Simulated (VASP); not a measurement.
# From an Ansatz input to VASP: BeS (strained rocksalt)

Ansatz input

```yaml
crystal:
  lattice:
    - [0.0, 2.3172971969, 2.3172971969]
    - [2.4099890848, 0.0, 2.3172971969]
    - [2.4099890848, 2.3172971969, 0.0]
  atoms:
    - { symbol: Be, position: [0.0, 0.0, 0.0] }
    - { symbol: S, position: [0.5, 0.5, 0.5] }
kpoints:
  mp_grid: { grid: [10, 10, 10] }
  band_path:
    path:
      - [0.0, 0.0, 0.0]
      - [0.5, 0.0, 0.5]
      - [0.625, 0.25, 0.625]
      - [0.375, 0.375, 0.75]
      - [0.5, 0.5, 0.5]
      - [0.5, 0.25, 0.75]
      - [0.143229, 0.007812, -0.135417]
    npoints: 1
hamiltonian:
  xc: pbe
scf:
  occupations: { method: fermi_dirac, width: 0.02 }
  n_extra_bands: 4
output:
  forces: true
  stress: true
  eigenvalues: true
```

Problem. Translate this input to VASP.

Solution. 

INCAR

```
LREAL = .FALSE.
NBANDS = 11
LASPH = .TRUE.
EDIFF = 1E-7
LWAVE = .FALSE.
NELM = 120
ISMEAR = -1
SIGMA = 0.02
ISIF = 2
PREC = Accurate
LELF = .TRUE.
LCHARG = .TRUE.
ENCUT = 520
IBRION = -1
GGA = PE
NSW = 0
```

KPOINTS

```
KPOINTS created by Atomic Simulation Environment
0
Gamma
10 10 10
0 0 0
```

KPOINTS_OPT

```
special points
7
Reciprocal
0.0000000000 0.0000000000 0.0000000000 1
0.5000000000 0.0000000000 0.5000000000 1
0.6250000000 0.2500000000 0.6250000000 1
0.3750000000 0.3750000000 0.7500000000 1
0.5000000000 0.5000000000 0.5000000000 1
0.5000000000 0.2500000000 0.7500000000 1
0.1432290000 0.0078120000 -0.1354170000 1
```

POSCAR

```
Be S
 1.0000000000000000
     0.0000000000000000    2.3172971968999998    2.3172971968999998
     2.4099890847999998    0.0000000000000000    2.3172971968999998
     2.4099890847999998    2.3172971968999998    0.0000000000000000
 Be  S
   1   1
Cartesian
  0.0000000000000000  0.0000000000000000  0.0000000000000000
  2.4099890847999998  2.3172971968999998  2.3172971968999998
```

VASP ran with the recommended PBE PAW datasets (8 valence electrons in the cell). Other inputs would serve too.

```tsv
	Ansatz	VASP
gap between bands v and c	0.83 eV	0.83 eV
least direct gap	3.63 eV	3.64 eV
pressure	-4.0 GPa	-4.0 GPa
```

Each program uses its own PAW datasets. VASP's cell holds 8 valence electrons and Ansatz's 8. Ansatz's stress includes a Pulay correction; VASP's doesn't.
